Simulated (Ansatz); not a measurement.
# Compressing Sn: a fit and a missing row

Sn, I4/mmm, a = 3.504 Å, c = 4.301 Å. This isn't the element's structure at ambient conditions. Ansatz: PBEsol, PAW, 420 eV, Γ-centred 16×16×16 mesh on 1 atom, Gaussian smearing 0.10 eV; no spin polarisation. Shape and atoms are relaxed at each volume; pressure is positive in compression.

| V (Å³/atom) | P (GPa) |
| --- | --- |
| 24.820 | 3.85 |
| 25.612 | ? |
| 26.404 | 0.00 |
| 27.196 | -1.51 |
| 27.988 | -2.80 |

Question: Take V0 = 26.404 Å³/atom, fit the third-order Birch–Murnaghan form to the other rows, and predict the missing pressure.

Answer: With the Eulerian strain f = ½[(V0/V)^(2/3) − 1] and y = P/[3f(1 + 2f)^(5/2)], the form is the line y = B0 + 1.5 B0 (B0′ − 4) f. Rows (f, y): 0.02105, 55.0; -0.00976, 54.2; -0.01905, 54.0. Means f = -0.002587, y = 54.400; Σ(Δf)² = 0.0008812, ΣΔfΔy = 0.02220; the slope is their ratio. y = 54.47 + 25.20 f GPa, so B0 = 54.5 GPa and B0′ = 4 + 2 × (25.20)/(3 × 54.47) = 4.31. At V = 25.612, f = 0.01026, y = 54.73 and P = 1.77 GPa. The run gave 1.73 GPa, so the fit is 0.04 GPa too high, a small miss on the scale of the series.